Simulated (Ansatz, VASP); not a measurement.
Ir in VASP and in Ansatz

The input INCAR:

```
PREC = Accurate ; ENCUT = 520
EDIFF = 1E-6 ; ISMEAR = -1
SIGMA = 0.1 ; LREAL = F
LASPH = T ; NELM = 100
ALGO = Normal ; ISIF = 2
LWAVE = F ; LCHARG = F
GGA = RP ; NBANDS = 10
```

Contents of KPOINTS:

```
Automatic mesh
0
Gamma
  23 23 23
```

POSCAR

```
Ir
1.0
    0.0000000000      1.9945029199      1.9945029199
    1.9945029199      0.0000000000      1.9945029199
    1.9945029199      1.9945029199      0.0000000000
Ir
1
Direct
    0.0000000000      0.0000000000      0.0000000000
```

Input for Ansatz:

```yaml
crystal:
  lattice:
    - [0.0, 1.9945029201, 1.9945029201]
    - [1.9945029201, 0.0, 1.9945029201]
    - [1.9945029201, 1.9945029201, 0.0]
  atoms:
    - { symbol: Ir, position: [0.0, 0.0, 0.0] }
hamiltonian:
  xc: rpbe
  pseudopotentials:
    kind: paw
    azcp:
      Ir: "pseudopotentials/Ir.paw.azcp"
basis:
  ecutwfc: 420
  fft_grid_basis: typed
kpoints:
  mp_grid: { grid: [23, 23, 23], shift: [0, 0, 0] }
magnetization:
  spin_polarized: false
scf:
  occupations: { method: fermi_dirac, width: 0.1 }
output:
  stress: true
```

Alike in both runs: task single point; functional RPBE; k mesh 23 × 23 × 23; occupations fermi-dirac, width 0.1 eV; no spin polarisation.

|  | VASP | Ansatz |
| --- | --- | --- |
| version | VASP 6.6.1 | Ansatz 0.2.0 |
| potentials or method | VASP PAW PBE potentials, release 64 (Ir) | plane waves (420 eV) with PAW, scalar-relativistic |
| plane-wave cutoff (eV) | 520 | 420 |
| valence electrons in the cell | 9 | 17 |

```csv
,VASP,Ansatz,Ansatz less VASP
pressure (GPa),-20.7,-20.9,-0.21
```

The two sets of potentials don't hold the same shells in valence.

Caveats: so large a pressure means that the cell lies far from this level's equilibrium, or that cutoff or potentials fall short (VASP); the potentials were made for another functional, which shifts forces and pressure (VASP). Spin-orbit coupling is left out, which matters for the levels of Ir.
